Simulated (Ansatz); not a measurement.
A run of Ansatz 0.2.0 is set up as follows.

input.yaml

```yaml
crystal:
  lattice:
    - [0.0, 2.703, 2.703]
    - [2.703, 0.0, 2.703]
    - [2.703, 2.703, 0.0]
  atoms:
    - { symbol: Ni, position: [0.0, 0.0, 0.0], spin: 0.8 }
    - { symbol: Si, position: [0.75, 0.75, 0.75] }
    - { symbol: Si, position: [0.25, 0.25, 0.25] }
hamiltonian:
  xc: pbe
  pseudopotentials: { kind: paw }
magnetization:
  spin_polarized: true
  initial_magnetization: 0.8
  spin_locking: { lock_magnetization: hard }
kpoints:
  mp_grid: { grid: [7, 7, 7] }
scf:
  occupations: { method: fermi_dirac, width: 0.05 }
  lower_state_search: "off"
output:
  forces: true
  stress: true
  eigenvalues: true
```

Potentials or basis: Ansatz PAW.

Command:

```sh
$ ansatz run input.yaml --threads 2 --pin off --max-ram 5632MiB --backend cpu --events-out ev --progress --plain --runs-dir out
```

Q: Estimate the pressure.

A: 6.0 GPa.

Caveat: the total moment is fixed, so each spin has its own Fermi level; the thresholds are loose for stress.
